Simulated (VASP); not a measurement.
# Se (Im-3m) in VASP: a series of runs

The runs below take Se through relaxation of cell and atoms, with PBEsol.

Everything below comes from runs of VASP 6.6.1. Logs are shortened: lines on timing, memory, paths and dates and some standing lists are left out, and cuts for length are marked.

## Step 1: The structure

The structure is cubic, space group Im-3m (No. 229). Conventional cell: a = 2.775 Å, b = 2.775 Å, c = 2.775 Å, α = 90.00°, β = 90.00°, γ = 90.00°. Se (site symmetry m-3m) is surrounded by 8 Se at 2.40 Å.

This isn't the form of Se at room conditions, which is trigonal, of chains.

## Step 2: Relaxation of cell and atoms, PBEsol, target pressure 250 GPa, at which the enthalpy is minimised

Input file INCAR:

```
ALGO = Fast
EDIFF = 1E-7
EDIFFG = -0.002
ENCUT = 700
GGA = PS
IBRION = 2
ISIF = 3
ISMEAR = 0
LASPH = T
LCHARG = F
LREAL = F
LWAVE = F
NELM = 60
NSW = 80
PREC = Accurate
PSTRESS = 2500
SIGMA = 0.1
```

Input file KPOINTS:

```
k-points
0
Gamma
  21 21 21
```

Input file POSCAR:

```
Se                                      
1.0
    1.9621221102      1.1328331802      0.8011421451
   -1.9621221102      1.1328331802      0.8011421451
    0.0000000000     -2.2656663604      0.8011421451
  Se            
     1
Direct
     0.0000000000000000    0.0000000000000000    0.0000000000000000
```

Potentials or basis: VASP PAW PBE potentials, release 64 (Se).

Run with:

```
$ cat potpaw_PBE.64/Se/POTCAR > POTCAR
$ mpirun -np 1 vasp_std > vasp.out
```

OUTCAR:

```text
EDIFF = 1E-7
   EDIFFG = -0.002
   ENCUT = 700
   GGA = PS
   IBRION = 2
   ISIF = 3
   ISMEAR = 0
   LASPH = T
   LREAL = F
   NELM = 60
   NSW = 80
   PREC = Accurate
   PSTRESS = 2500

 ion  position               nearest neighbor table
   1  0.000  0.000  0.000-

  LATTYP: Found a trigonal (rhomboedric) cell.
 ALAT       =     2.4031360607
 COS(alpha) =    -0.3332921994

  Lattice vectors:

 A1 = (   1.9621221102,   1.1328331802,   0.8011421451)
 A2 = (  -1.9621221102,   1.1328331802,   0.8011421451)
 A3 = (   0.0000000000,  -2.2656663604,   0.8011421451)

Analysis of symmetry for initial positions (statically):
=====================================================================
 Subroutine PRICEL returns:
 Original cell was already a primitive cell.

 Routine SETGRP: Setting up the symmetry group for a
 trigonal (rhombohedral) supercell.

 Subroutine GETGRP returns: Found 12 space group operations
 (whereof 12 operations were pure point group operations)
 out of a pool of 12 trial point group operations.

The static configuration has the point symmetry D_3d.

Analysis of symmetry for dynamics (positions and initial velocities):
=====================================================================
 Subroutine PRICEL returns:
 Original cell was already a primitive cell.

 Routine SETGRP: Setting up the symmetry group for a
 trigonal (rhombohedral) supercell.

 Subroutine GETGRP returns: Found 12 space group operations
 (whereof 12 operations were pure point group operations)
 out of a pool of 12 trial point group operations.

The dynamic configuration has the point symmetry D_3d.

 Subroutine INISYM returns: Found 12 space group operations
 (whereof 12 operations are pure point group operations),
 and found     1 'primitive' translations

----------------------------------------------------------------------------------------

                                     Primitive cell

  volume of cell :      10.6845

  direct lattice vectors                    reciprocal lattice vectors
     1.962122110  1.132833180  0.801142145     0.254826138  0.147123751  0.416072647
    -1.962122110  1.132833180  0.801142145    -0.254826138  0.147123751  0.416072647
     0.000000000 -2.265666360  0.801142145     0.000000000 -0.294247502  0.416072647

  length of vectors
     2.403136061  2.403136061  2.403138114     0.509605933  0.509605933  0.509605770

  position of ions in fractional coordinates (direct lattice)
     0.000000000  0.000000000  0.000000000

  ion indices of the primitive-cell ions
   primitive index   ion index
                 1           1

----------------------------------------------------------------------------------------

 KPOINTS: k-points

Automatic generation of k-mesh.
 Grid dimensions read from file:
 generate k-points for:   21   21   21

 Generating k-lattice:

  Cartesian coordinates                     Fractional coordinates (reciprocal lattice)
     0.012134578  0.007005893  0.019812983     0.047619048 -0.000000000 -0.000000000
    -0.012134578  0.007005893  0.019812983    -0.000000000  0.047619048 -0.000000000
     0.000000000 -0.014011786  0.019812983    -0.000000000 -0.000000000  0.047619048

  Length of vectors
     0.024266949  0.024266949  0.024266941

  Shift w.r.t. Gamma in fractional coordinates (k-lattice)
     0.000000000  0.000000000  0.000000000

 Subroutine IBZKPT returns following result:
 ===========================================

 Found    891 irreducible k-points:

 Following reciprocal coordinates:
            Coordinates               Weight
  0.000000  0.000000  0.000000      1.000000
  0.047619  0.000000  0.000000      6.000000
  0.095238  0.000000  0.000000      6.000000
  0.142857  0.000000  0.000000      6.000000
  0.190476  0.000000  0.000000      6.000000
  0.238095  0.000000 -0.000000      6.000000
[... 16 lines left out ...]
 -0.428571  0.047619 -0.000000     12.000000
 -0.380952  0.047619 -0.000000     12.000000
 [... further k-points ...]
   k-points           NKPTS =    891   k-points in BZ     NKDIM =    891   number of bands    NBANDS=      7
   number of dos      NEDOS =    301   number of ions     NIONS =      1
   total plane-waves  NPLWV =  13824
   dimension x,y,z NGX =    24 NGY =   24 NGZ =   24
   dimension x,y,z NGXF=    48 NGYF=   48 NGZF=   48
   ions per type =               1
   NGX,Y,Z   is equivalent  to a cutoff of  16.60, 16.60, 16.60 a.u.
   NGXF,Y,Z  is equivalent  to a cutoff of  33.21, 33.21, 33.21 a.u.
 SYSTEM =  unknown system
   PREC   = accura    normal or accurate (medium, high low for compatibility)
   ISTART =      0    job   : 0-new  1-cont  2-samecut
   ICHARG =      2    charge: 1-file 2-atom 10-const
   ISPIN  =      1    spin polarized calculation?
   LNONCOLLINEAR =      F non collinear calculations
   LSORBIT =      F    spin-orbit coupling
   LASPH  =      T    aspherical Exc in radial PAW
   ENCUT  =  700.0 eV  51.45 Ry    7.17 a.u.   5.18  5.18  5.18*2*pi/ulx,y,z
   NELM   =     60;   NELMIN=  2; NELMDL= -5     # of ELM steps
   EDIFF  = 0.1E-06   stopping-criterion for ELM
   LREAL  =      F    real-space projection
   EDIFFG = -.2E-02   stopping-criterion for IOM
   NSW    =     80    number of steps for IOM
   IBRION =      2    ionic relax: 0-MD 1-quasi-New 2-CG
   NFREE  =      1    steps in history (QN), initial steepest desc. (CG)
   ISIF   =      3    stress and relaxation
   ISYM   =      2    0-nonsym 1-usesym 2-fastsym
   POTIM  = 0.5000    time-step for ionic-motion
   TEBEG  =    0.0;   TEEND  =   0.0 temperature during run
   PSTRESS= 2500.0 pullay stress
   NELECT =       6.0000    total number of electrons
   NUPDOWN=      -1.0000    fix difference up-down
   EMIN   =  10.00;   EMAX   =-10.00  energy-range for DOS
   EFERMI =   0.00;   METHOD = LEGACY
   ISMEAR =     0;   SIGMA  =   0.10  broadening in eV -4-tet -1-fermi 0-gaus
   EFERMI_NEDOS =   21; number of points for ismear=-14 and -15
   IALGO  =     68    algorithm
   IMIX   =      4    mixing-type and parameters
     AMIX     =   0.40;   BMIX     =  1.00
     AMIX_MAG =   1.60;   BMIX_MAG =  1.00
  volume/ion in A,a.u.               =      10.68        72.10
  Fermi-wavevector in a.u.,A,eV,Ry     =   1.350644  2.552348 24.820290  1.824240
  Thomas-Fermi vector in A             =   2.478132
   LORBIT       =      0    0 simple, 1 ext, 2 COOP (PROOUT), +10 PAW based schemes
   GGA     = PS    functional components
   LHFCALC =     F    Hartree Fock is set to
   AEXX    =    0.0000 exact exchange contribution
   IVDW    =     0    specifies the selected vdW correction
   LEPSILON=     F    determine dielectric tensor
   LRPA    =     F    only Hartree local field effects (RPA)
 conjugate gradient relaxation of ions
 non-spin polarized calculation
 RMM-DIIS sequential band-by-band and
 Gauss-broadening in eV      SIGMA  =   0.10
  energy-cutoff  :      700.00
  volume of cell :       10.68
 maximum number of plane-waves:       466
 NGX is ok and might be reduce to    24
   NGX = 11   NGY = 11   NGZ = 11

--------------------------------------- Ionic step        1  -------------------------------------------

 number of electron       5.9999999 magnetization

 Free energy of the ion-electron system (eV)
  ---------------------------------------------------
  ext. energy  EPLUGINS =         0.00000000
  ---------------------------------------------------
  free energy    TOTEN  =        -0.43137465 eV

  energy without entropy =       -0.42972962  energy(sigma->0) =       -0.43055214

------------------------ aborting loop because EDIFF is reached ----------------------------------------

  FORCE on cell =-STRESS in cart. coord.  units (eV):
  Direction    XX          YY          ZZ          XY          YZ          ZX
  --------------------------------------------------------------------------------------
  -------------------------------------------------------------------------------------
  Total       12.5050059     12.5050380     12.5019295      0.0000000      0.0000000      0.0000000
  in kB     1875.1743898   1875.1791957   1874.7130709      0.0000000      0.0000000      0.0000000
  external PRESSURE =    -624.9777812 kB  Pullay stress =    2500.0000000 kB
[... 90 lines left out ...]
  FREE ENERGIE OF THE ION-ELECTRON SYSTEM (eV)
  ---------------------------------------------------
  free  energy   TOTEN  =         0.3597891010 eV

  energy  without entropy=        0.3609415436  energy(sigma->0) =        0.36036532

  enthalpy is  TOTEN    =        16.0871382948 eV   P V=       15.7273491938

[... ionic steps 4 to 15 ...]

--------------------------------------- Ionic step       16  -------------------------------------------

 number of electron       5.9999992 magnetization

------------------------ aborting loop because EDIFF is reached ----------------------------------------

  FORCE on cell =-STRESS in cart. coord.  units (eV):
  Direction    XX          YY          ZZ          XY          YZ          ZX
  --------------------------------------------------------------------------------------
  -------------------------------------------------------------------------------------
  Total       15.4271953     15.4275665     15.4402219      0.0000000      0.0000000     -0.0000000
  in kB     2499.4190588   2499.4791915   2501.5295421      0.0000000      0.0000000     -0.0000000
  external PRESSURE =       0.1425975 kB  Pullay stress =    2500.0000000 kB
[... 59 lines left out ...]
  enthalpy is  TOTEN    =        16.0771524241 eV   P V=       15.4309759948

--------------------------------------- Ionic step       18  -------------------------------------------

 number of electron       5.9999987 magnetization

 Free energy of the ion-electron system (eV)
  ---------------------------------------------------
  ext. energy  EPLUGINS =         0.00000000
  ---------------------------------------------------
  free energy    TOTEN  =         0.64586702 eV

  energy without entropy =        0.64691250  energy(sigma->0) =        0.64638976

 E-fermi :  17.6978     XC(G=0): -14.2024

 val. band max:       17.6826837040   @ k =   0.4762   0.3333   0.0476
 cond. band min:      17.7455974130   @ k =  -0.4286   0.3333   0.3333
 fundamental gap:      0.0629137090
 Fermi energy:        17.6978418844

 k-point     1 :       0.0000    0.0000    0.0000
  band No.  band energies     occupation
      1      -8.4445      2.00000
      2      26.5955      0.00000
      3      26.5974      0.00000
      4      26.5978      0.00000
      5      32.1490      0.00000
      6      32.1496      0.00000
      7      32.1516      0.00000
[... 221 lines left out ...]
 k-point    24 :      -0.3810    0.0476   -0.0000
  band No.  band energies     occupation
      1      -3.1032      2.00000
      2       8.7302      2.00000
      3      18.6725      0.00000
      4      21.8193      0.00000
      5      26.2188      0.00000
      6      27.5894      0.00000
      7      36.5077      0.00000

 [... further k-points ...]
[... 5 lines left out ...]
  --------------------------------------------------------------------------------------
  -------------------------------------------------------------------------------------
  Total       15.4305801     15.4312099     15.4299327      0.0000000      0.0000000      0.0000000
  in kB     2499.8727997   2499.9748379   2499.7679189      0.0000000      0.0000000      0.0000000
  external PRESSURE =      -0.1281478 kB  Pullay stress =    2500.0000000 kB
[... 16 lines left out ...]
  FREE ENERGIE OF THE ION-ELECTRON SYSTEM (eV)
  ---------------------------------------------------
  free  energy   TOTEN  =         0.6458670150 eV

  energy  without entropy=        0.6469124986  energy(sigma->0) =        0.64638976

  enthalpy is  TOTEN    =        16.0772322389 eV   P V=       15.4313652239

 reached required accuracy - stopping structural energy minimisation
```

It took 6.9 min on 1 thread of Intel Xeon Platinum 8488C (Sapphire Rapids), shared host; peak memory 0.27 GiB.

Results:

```yaml
Free_energy: 0.6459 eV
Relaxed_volume: 9.89 Å³/atom
Relaxed_cell: a = 2.342 Å, b = 2.342 Å, c = 2.342 Å, α = 109.47°, β = 109.47°, γ = 109.47°
Space_group_after_relaxing_to_0.05_Å: Im-3m (No. 229)
Energy_change_on_relaxing_the_enthalpy_is_what_falls: +1077.2 meV/atom
Ionic_steps: 18
Pressure_after_relaxing: 250.0 GPa
Band_gap_on_the_k_mesh: none (metal or under the smearing width)
```

The path:
```
step  energy change (eV)  largest force (eV/Å)  pressure (GPa)  volume (Å³)
   1              0.0000                0.0000          187.50        10.68
   2             20.8567                0.0000         1727.46         5.45
   3              0.7912                0.0000          233.12        10.08
   4              0.9629                0.0000          243.21         9.96
   5              1.0788                0.0000          250.08         9.89
   6              1.0546                0.0000          248.64         9.90
   7              1.0577                0.0000          248.82         9.90
   8              1.0671                0.0000          249.38         9.90
   9              1.0677                0.0000          249.41         9.90
  10              1.0692                0.0000          249.49         9.89
  11              1.0723                0.0000          249.69         9.89
  12              1.0784                0.0000          250.06         9.89
  13              1.0780                0.0000          250.04         9.89
  14              1.0778                0.0000          250.02         9.89
  15              1.0778                0.0000          250.02         9.89
  16              1.0777                0.0000          250.01         9.89
  17              1.0776                0.0000          250.01         9.89
  18              1.0772                0.0000          249.99         9.89
```

Final structure:
```
Se
1.0
     1.91222    1.10404    0.78073
    -1.91222    1.10404    0.78073
     0.00000   -2.20809    0.78073
Se
1
Cartesian
  0.0000 0.0000 0.0000
```

Caveat: the cell is relaxed towards a set pressure, so the enthalpy falls and the energy may rise; the PAW data sets were made with another functional, which shifts forces and pressure a little.

[end of part 1 of 2]
